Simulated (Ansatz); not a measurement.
## CaSe: the gap against volume

CaSe, Fm-3m, a = 5.959 Å. Ansatz: PBE, PAW, 420 eV, Γ-centred 8×8×8 mesh on 2 atoms, Gaussian smearing 0.02 eV; no spin polarisation. Symmetry fixes shape and atoms, so the cell is only scaled; x = ln(V/V0) with V0 = 26.447 Å³/atom. The gap is read at the mesh points alone.

```tsv
x	gap y (eV)
-0.1278	1.743
-0.0943	1.844
-0.0619	1.934
-0.0305	2.013
0.0000	2.084
0.0296	2.146
0.0583	2.202
0.0953	?
```

**Question.** Fit a straight line to the other rows, give the volume deformation potential of the gap and its pressure coefficient, and predict the missing gap. B0 = 47.8 GPa.

**Answer.** Means x = -0.03237, y = 1.9951; Σ(Δx)² = 0.02693, ΣΔxΔy = 0.06624; the slope is their ratio. y = 2.0748 + 2.4601 x. The slope is the deformation potential a = dE_g/d ln V = 2.46 eV, and dE_g/dP = −a/B0 = -51.5 meV/GPa. With a term in x² added, the coefficient of x becomes 2.218, 10 % less, which shows how far this figure hangs on the form. At x = 0.0953 the fit asked for gives 2.309 eV. The run gave 2.265 eV, so the fit is 0.044 eV too high, 8.4 % of the span of the series, against an rms of 0.012 eV on the fitted rows. The row lies outside the fitted range. With a term in x² added, a fit to the same known rows predicts 2.264 eV, so most of the miss is curvature that the known rows already hold.

Spin-orbit coupling is left out; it would lift a valence top of Se p states by 0.1 to 0.15 eV. Semilocal functionals give gaps under the measured ones; changes of the gap mostly carry over better.